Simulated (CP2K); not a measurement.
Crystal: PbO.

```xyz
8
Lattice="5.8760 0.0000 0.0000 0.0000 5.4760 0.0000 0.0000 0.0000 4.7430" Properties=species:S:1:pos:R:3 pbc="T T T"
Pb    4.5186    2.8147    1.1858
Pb    1.3574    2.6613    3.5573
Pb    4.5186    5.3993    3.5573
Pb    1.3574    0.0767    1.1858
O     0.7756    3.1870    1.1858
O     5.1004    2.2890    3.5573
O     0.7756    5.0270    3.5573
O     5.1004    0.4490    1.1858
```

Base run:

| Property | Result |
| --- | --- |
| Program | CP2K 2026.2 |
| Functional | PBEsol |
| Potentials or basis | POTENTIAL_UZH Pb GTH-PBE-q4, O GTH-PBE-q6; DZVP-MOLOPT-PBE-GTH basis |
| Density cutoff | 11565 eV |
| k mesh | 4 × 4 × 5 |
| Occupations | fermi-dirac, width 0.05 eV |
| Spin | no spin polarisation |

Its results: band gap on the k mesh 1.89 eV, indirect (least direct gap 2.20 eV); pressure 3.1 GPa; largest force 1.140 eV/Å.

Q: After a change of settings the same cell gave: band gap on the k mesh 2.23 eV, indirect (least direct gap 2.53 eV); pressure 2.9 GPa; largest force 1.115 eV/Å. Which change was it?
A. functional from PBEsol to SCAN
B. functional from PBEsol to LDA
C. functional from PBEsol to rev-vdW-DF2
D. functional from PBEsol to PBE

A: A.

SCAN gives the wider gap, since meta-GGAs in the generalised Kohn-Sham scheme recover part of the derivative discontinuity.

Caveats: the potentials were made for another functional, which shifts forces and pressure; spin-orbit coupling is left out, which as a rule narrows the gap of such compounds by several tenths of an eV; an odd mesh through Γ misses points on the zone boundary, where band edges often lie; the cell's inner coordinates are idealised or old, which leaves forces on the atoms; the basis of atomic orbitals isn't converged, which shifts pressures, moduli and gaps.
